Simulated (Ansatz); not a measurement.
# Levels at Γ against strain in CsI

```
CELL_PARAMETERS angstrom
4.56670 0.00000 0.00000
0.00000 4.56670 0.00000
0.00000 0.00000 4.56670
ATOMIC_POSITIONS crystal
Cs 0.00000 0.00000 0.00000
I 0.50000 0.50000 0.50000
```

Atom numbers follow the list: Cs1, I2.

The cell is COD entry 9008790, as deposited and not checked against the literature; nothing was relaxed.

No spin–orbit coupling, which matters for the heavy atoms here.

Theory: Ansatz 0.2.0, DFT, LDA, all-electron LAPW, scalar-relativistic.

Numerical set-up: a Γ-centred 7×7×7 k mesh, Fermi–Dirac smearing of 0.01 eV, basis error target 0.25 meV/atom, no spin polarisation.

The cell is scaled evenly. Fractional coordinates are held (clamped ions).

The valence-band top of this crystal doesn't lie at Γ but 0.09 eV above the top filled level there.

Only quantities that a quadratic follows smoothly over the whole series are listed; rougher ones are left out.

```
ln(V/Vcell)  direct gap at Γ (eV)  smallest gap on mesh and path (eV)
    -0.0619                 3.821                               3.747
    -0.0408                 3.749                               3.670
    -0.0202                 3.681                               3.598
     0.0000                 3.617                               3.530
     0.0100                 3.586                               3.497
     0.0198                 3.556                               3.466
     0.0392                 3.499                               3.405
     0.0583                 3.445                               3.349
```

(1) Fit the series and give the slopes at zero strain.

(2) One run, at ln(V/Vcell) = -0.0101, is withheld. Predict its row.

## Answers

(1) Least-squares fits y = p0 + p1 x + p2 x² to the rows give direct gap at Γ (eV): p1 = -3.12, p2 = 2.9; smallest gap on mesh and path (eV): p1 = -3.3, p2 = 3.3. So dEg/dln V = -3.1 eV for the direct gap at Γ, which isn't the fundamental gap here: that one has dEg/dln V = -3.3 eV. Semilocal gaps are too small, but their slopes carry over better.

(2) The fits give 3.649, 3.564; the run gave 3.649, 3.563.
